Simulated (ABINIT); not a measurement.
Write an ASE script for ABINIT 10.8.3 (patched build) that does the following.

```yaml
Task: single point
Functional: PBE
Dispersion: D3
Potentials_or_basis: JTH PAW PBE v2.0
Cutoff: 626 eV
k_mesh: 6 × 6 × 6
Occupations: cold-b (ABINIT), width 0.1 eV
Spin: collinear spin, ferromagnetic start
Starting_moments: "[3.0, 0.0] μB"
Hubbard_terms: Fe d U = 5.3 eV
Double_counting_usepawu: 1
Occupation_projector_dmatpuopt: 2
Dispersion_computed_by: simple-dftd3 1.7.0
Fine-grid_cutoff: 1224.51 eV
Exchange_and_correlation_inside_the_PAW_spheres: full angular mesh (pawxcdev 0, this build's default; the released program takes 1)
```

The structure of FeO (Wuestite) lies in FeO.xyz:

```xyz
2
Lattice="0.0000000000 2.1554000000 2.1554000000 2.1554000000 0.0000000000 2.1554000000 2.1554000000 2.1554000000 0.0000000000" Properties=species:S:1:pos:R:3 pbc="T T T"
Fe    -0.0265114200      0.0338462462      0.0106239666
O      2.1174822032      2.1663968508      2.1089381976
```

The cell isn't the ideal one: atoms moved at random, drawn with an rms of 0.05 Å.

These files were run (other wordings do the same):

run.py

```python
import json, os
import numpy as np
from ase.units import GPa
from ase.calculators.mixing import SumCalculator
from dftd3.ase import DFTD3
from ase.calculators.abinit import Abinit, AbinitProfile
from ase.io import read

atoms = read('FeO.xyz')
atoms.set_initial_magnetic_moments([3.0, 0.0])

profile = AbinitProfile(command='abinit', pp_paths=[os.path.abspath('pseudos')])
params = dict(
    pps='pawxml', xc='PBE',
    chksymtnons=0,
    tolsym=1e-06,
    ecut=625.8619,
    pawecutdg=1224.5124,
    kptopt=1,
    ngkpt=[6, 6, 6],
    nshiftk=1,
    shiftk=[0.0, 0.0, 0.0],
    ixc=11,
    nband=16,
    occopt=5,
    tsmear=0.1,
    usepawu=1,
    dmatpuopt=2,
    nstep=100,
    tolvrs=1e-09,
    prtwf=0,
    prtden=0,
    raw=['lpawu -1 2', 'upawu 0.0 5.3 eV', 'jpawu 0.0 0.0 eV'],
)

atoms.calc = SumCalculator([Abinit(profile=profile, directory='run', **params), DFTD3(method='pbe', damping='d3zero')])
energy = atoms.get_potential_energy()
forces = atoms.get_forces()
stress = atoms.get_stress()
print(f'energy {energy:.6f} eV')
print('forces (eV/A)')
print(np.round(forces, 5))
print('stress (GPa, Voigt, tension positive)', np.round(stress / GPa, 4))
json.dump(dict(energy=energy, forces=forces.tolist(), stress=stress.tolist(), cell=atoms.cell.tolist(), frac=atoms.get_scaled_positions(wrap=False).tolist()), open('results.json', 'w'))
```

Potentials or basis: JTH PAW PBE v2.0.

The run is started by

```sh
$ python run.py
```

Results of the run:

```yaml
Largest_force: 0.353 eV/Å
Band_gap_on_the_k_mesh: none (metal or under the smearing width)
Net_moment: 4.01 μB per cell
Site_moments: Fe +3.78; O +0.19 μB
Valence_electrons_inside_the_program's_atomic_spheres: Fe 14.11; O 4.55
Dispersion_energy_per_atom: -0.147 eV
```

Caveat: the k mesh is coarse (spacing up to 0.42 Å⁻¹), so the values aren't converged; the cutoff is too short for stress, so the log's stress isn't used; a cell with one magnetic atom can't hold antiferromagnetic order, which such compounds often take; pairwise dispersion overbinds metals, which lowers pressure and volume.

Wall time 9.1 min on 1 thread of Arm Neoverse V1, with other jobs on the host, peak memory 0.17 GiB.
